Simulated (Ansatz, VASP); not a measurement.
## TaN in VASP and in Ansatz

Contents of INCAR:

```
PREC = Accurate
ENCUT = 520
EDIFF = 1E-7
ISMEAR = -1
SIGMA = 0.02
LREAL = False
LASPH = True
NELM = 80
ALGO = Normal
ISIF = 2
LWAVE = False
LCHARG = False
GGA = PS
NBANDS = 15
```

File KPOINTS:

```
Automatic mesh
0
Gamma
  12 12 10
```

Contents of POSCAR:

```
TaN
1.0
    2.9281727019      0.0000000000      0.0000000000
   -1.4640863509      2.5358719465      0.0000000000
    0.0000000000      0.0000000000      2.8733577875
Ta N
1 1
Direct
    0.3333333333      0.6666666667      0.5000000000
    0.0000000000      0.0000000000      0.0000000000
```

Input for Ansatz:

```yaml
crystal:
  lattice:
    - [2.9281727019, 0.0, 0.0]
    - [-1.4640863509, 2.5358719465, 0.0]
    - [0.0, 0.0, 2.8733577875]
  atoms:
    - { symbol: Ta, position: [0.3333333333, 0.6666666667, 0.5] }
    - { symbol: "N", position: [0.0, 0.0, 0.0] }
kpoints:
  mp_grid: { grid: [12, 12, 10] }
  band_path:
    path:
      - [0.0, 0.0, 0.0]
      - [0.5, 0.0, 0.0]
      - [0.3333333333, 0.3333333333, 0.0]
      - [0.0, 0.0, 0.0]
      - [0.0, 0.0, 0.5]
      - [0.5, 0.0, 0.5]
      - [0.3333333333, 0.3333333333, 0.5]
      - [0.0, 0.0, 0.5]
      - [0.5, 0.0, 0.5]
    npoints: 5
scf:
  occupations: { method: fermi_dirac, width: 0.02 }
hamiltonian:
  xc: pbesol
  pseudopotentials: { kind: all_electron, lapw: { basis_error: 0.0005 } }
output:
  forces: true
  stress: true
  eigenvalues: true
```

Change from the starting cell: volume scaled by 0.99.

Alike in both runs: task single point; functional PBEsol; k mesh 12 × 12 × 10; occupations fermi-dirac, width 0.02 eV; no spin polarisation.

```csv
,VASP,Ansatz
version,VASP 6.6.1,Ansatz 0.2.0
potentials or method,"VASP PAW PBE potentials, release 64 (Ta_pv, N)","all-electron LAPW, scalar-relativistic"
plane-wave cutoff (eV),520,see its input
```

|  | VASP | Ansatz | Ansatz less VASP |
| --- | --- | --- | --- |
| pressure (GPa) | -0.5 | -1.3 | -0.77 |
| largest component of the traceless stress (GPa) | 0.21 | 0.07 | -0.145 |

Ansatz ran all-electron here, so the differences hold the error of VASP's frozen core and of both bases.

Caveats: the PAW data sets were made with another functional, which shifts forces and pressure a little (VASP). The runs have no spin-orbit coupling, so splittings on Ta are missing.
